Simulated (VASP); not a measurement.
# FH in VASP: a series of runs, part 2 of 2

VASP 6.6.1. Earlier steps stand in the parts before.

## (5) Relaxation of the atoms, LDA

Input file INCAR:

```
PREC = Accurate
ENCUT = 520
EDIFF = 1E-6
ISMEAR = 0
SIGMA = 0.05
LREAL = F
LASPH = T
NELM = 80
ALGO = Normal
ISIF = 2
LWAVE = F
LCHARG = F
GGA = CA
IBRION = 2
NSW = 60
EDIFFG = -0.005
```

Input file KPOINTS:

```
Automatic mesh
0
Gamma
  1 1 1
```

Input file POSCAR:

```
HF
1.0
   10.0000000000      0.0000000000      0.0000000000
    0.0000000000     10.5000000000      0.0000000000
    0.0000000000      0.0000000000     11.0000000000
F H
1 1
Direct
    0.5000000000      0.5000000000      0.5424495909
    0.5000000000      0.5000000000      0.4575504091
```

Potentials or basis: VASP PAW LDA potentials, release 64 (F, H).

Run with:

```sh
$ cat potpaw_LDA.64/F/POTCAR potpaw_LDA.64/H/POTCAR > POTCAR
$ mpirun -np 1 vasp_std > vasp.out
```

OUTCAR:

```text
PREC = Accurate
   ENCUT = 520
   EDIFF = 1E-6
   ISMEAR = 0
   LREAL = F
   LASPH = T
   NELM = 80
   ISIF = 2
   GGA = CA
   IBRION = 2
   NSW = 60
   EDIFFG = -0.005

 ion  position               nearest neighbor table
   1  0.500  0.500  0.542-   2 0.93
   2  0.500  0.500  0.458-   1 0.93

  LATTYP: Found a simple orthorhombic cell.
 ALAT       =    10.0000000000
 B/A-ratio  =     1.0500000000
 C/A-ratio  =     1.1000000000

  Lattice vectors:

 A1 = (  10.0000000000,   0.0000000000,   0.0000000000)
 A2 = (   0.0000000000,  10.5000000000,   0.0000000000)
 A3 = (   0.0000000000,   0.0000000000,  11.0000000000)

Analysis of symmetry for initial positions (statically):
=====================================================================
 Subroutine PRICEL returns:
 Original cell was already a primitive cell.

 Routine SETGRP: Setting up the symmetry group for a
 simple orthorhombic supercell.

 Subroutine GETGRP returns: Found  4 space group operations
 (whereof  4 operations were pure point group operations)
 out of a pool of  8 trial point group operations.

The static configuration has the point symmetry C_2v.

Analysis of symmetry for dynamics (positions and initial velocities):
=====================================================================
 Subroutine PRICEL returns:
 Original cell was already a primitive cell.

 Routine SETGRP: Setting up the symmetry group for a
 simple orthorhombic supercell.

 Subroutine GETGRP returns: Found  4 space group operations
 (whereof  4 operations were pure point group operations)
 out of a pool of  8 trial point group operations.

The dynamic configuration has the point symmetry C_2v.

 Subroutine INISYM returns: Found  4 space group operations
 (whereof  4 operations are pure point group operations),
[... 79 lines left out ...]
   ISYM   =      2    0-nonsym 1-usesym 2-fastsym
   POTIM  = 0.5000    time-step for ionic-motion
   TEBEG  =    0.0;   TEEND  =   0.0 temperature during run
   PSTRESS=    0.0 pullay stress
   NELECT =       8.0000    total number of electrons
   NUPDOWN=      -1.0000    fix difference up-down
   EMIN   =  10.00;   EMAX   =-10.00  energy-range for DOS
   EFERMI =   0.00;   METHOD = LEGACY
   ISMEAR =     0;   SIGMA  =   0.05  broadening in eV -4-tet -1-fermi 0-gaus
   EFERMI_NEDOS =   21; number of points for ismear=-14 and -15
   IALGO  =     38    algorithm
   IMIX   =      4    mixing-type and parameters
     AMIX     =   0.40;   BMIX     =  1.00
     AMIX_MAG =   1.60;   BMIX_MAG =  1.00
  volume/ion in A,a.u.               =     577.50      3897.16
  Fermi-wavevector in a.u.,A,eV,Ry     =   0.312064  0.589716  1.324992  0.097384
  Thomas-Fermi vector in A             =   1.191176
   LORBIT       =      0    0 simple, 1 ext, 2 COOP (PROOUT), +10 PAW based schemes
   GGA     = CA    functional components
   LHFCALC =     F    Hartree Fock is set to
   AEXX    =    0.0000 exact exchange contribution
   IVDW    =     0    specifies the selected vdW correction
   LEPSILON=     F    determine dielectric tensor
   LRPA    =     F    only Hartree local field effects (RPA)
 conjugate gradient relaxation of ions
 non-spin polarized calculation
 Gauss-broadening in eV      SIGMA  =   0.05
  energy-cutoff  :      520.00
  volume of cell :     1155.00
 maximum number of plane-waves:     31095
 NGX is ok and might be reduce to    80
   NGX = 37   NGY = 39   NGZ = 41

--------------------------------------- Ionic step        1  -------------------------------------------

 number of electron       7.9999995 magnetization

 Free energy of the ion-electron system (eV)
  ---------------------------------------------------
  ext. energy  EPLUGINS =         0.00000000
  ---------------------------------------------------
  free energy    TOTEN  =        -8.23310269 eV

  energy without entropy =       -8.23310269  energy(sigma->0) =       -8.23310269

------------------------ aborting loop because EDIFF is reached ----------------------------------------

  FORCE on cell =-STRESS in cart. coord.  units (eV):
  Direction    XX          YY          ZZ          XY          YZ          ZX
  --------------------------------------------------------------------------------------
  -------------------------------------------------------------------------------------
  Total       -0.0573075     -0.0589111      0.2722859      0.0000000      0.0000000      0.0000000
  in kB       -0.0794951     -0.0817195      0.3777059      0.0000000      0.0000000      0.0000000
  external PRESSURE =       0.0721638 kB  Pullay stress =       0.0000000 kB
[... 59 lines left out ...]
--------------------------------------- Ionic step        3  -------------------------------------------

 number of electron       7.9999995 magnetization

 Free energy of the ion-electron system (eV)
  ---------------------------------------------------
  ext. energy  EPLUGINS =         0.00000000
  ---------------------------------------------------
  free energy    TOTEN  =        -8.23426479 eV

  energy without entropy =       -8.23426479  energy(sigma->0) =       -8.23426479

 E-fermi :  -9.4202     XC(G=0):  -0.3614

 val. band max:       -9.6781705136   @ k =   0.0000   0.0000   0.0000
 cond. band min:      -1.0334195446   @ k =   0.0000   0.0000   0.0000
 fundamental gap:      8.6447509689
 Fermi energy:        -9.4201513111

 k-point     1 :       0.0000    0.0000    0.0000
  band No.  band energies     occupation
      1     -29.7009      2.00000
      2     -13.3371      2.00000
      3      -9.6782      2.00000
      4      -9.6782      2.00000
      5      -1.0334      0.00000
      6       0.3067      0.00000
      7       1.0596      0.00000
      8       1.1151      0.00000
[... 27 lines left out ...]
  FREE ENERGIE OF THE ION-ELECTRON SYSTEM (eV)
  ---------------------------------------------------
  free  energy   TOTEN  =        -8.2342647857 eV

  energy  without entropy=       -8.2342647857  energy(sigma->0) =       -8.23426479

 reached required accuracy - stopping structural energy minimisation
```

Wall time 62 s (1 thread of Intel Xeon Platinum 8488C (Sapphire Rapids), shared host); peak memory 0.72 GiB.

What came out:

```
Free energy                     : -8.2343 eV
Energy gained by relaxing       : 0.6 meV/atom
Ionic steps                     : 3
Gap between the frontier levels : 8.64 eV
```

Step by step:
```
step  energy change (eV)  largest force (eV/Å)  pressure (GPa)
   1              0.0000                0.3671            0.01
   2              0.0208                1.4565           -0.07
   3             -0.0012                0.0011           -0.01
```

Final structure:
```cif
data_structure
_symmetry_space_group_name_H-M 'P 1'
_symmetry_Int_Tables_number 1
_cell_length_a 10.0000
_cell_length_b 10.5000
_cell_length_c 11.0000
_cell_angle_alpha 90.000
_cell_angle_beta 90.000
_cell_angle_gamma 90.000
_cell_volume 1155.00
loop_
_atom_site_label
_atom_site_type_symbol
_atom_site_fract_x
_atom_site_fract_y
_atom_site_fract_z
_atom_site_occupancy
F1 F 0.50000 0.50000 0.54274 1
H1 H 0.50000 0.50000 0.45726 1
```

Levels at points of the mesh, in eV from the valence-band top:
| k point | band 1 | band 2 | band 3 | band 4 | band 5 | band 6 | band 7 | band 8 |
| --- | --- | --- | --- | --- | --- | --- | --- | --- |
| (0.00, 0.00, 0.00) | -20.02 | -3.66 | 0.00 | 0.00 | 8.64 | 9.98 | 10.74 | 10.79 |

## (6) Overview

| level | potentials or basis | gap on the mesh (eV) |
| --- | --- | --- |
| PBE | VASP PAW PBE potentials, release 64 (F, H) | 8.48 |
| PBE+D3(BJ) | VASP PAW PBE potentials, release 64 (F, H) | 8.48 |
| r2SCAN | VASP PAW PBE potentials, release 64 (F, H) | 9.62 |
| LDA | VASP PAW LDA potentials, release 64 (F, H) | 8.64 |

Alike in all rows: task relaxation of the atoms; no spin polarisation; cell atoms relaxed; k mesh 1 × 1 × 1; cutoff (eV) 520; smearing gaussian 0.05 eV.

Caveats: the PAW data sets were made with another functional, which shifts forces and pressure a little (some runs).

Total energies depend on the potentials used, so only differences within one code and one set of settings carry meaning.
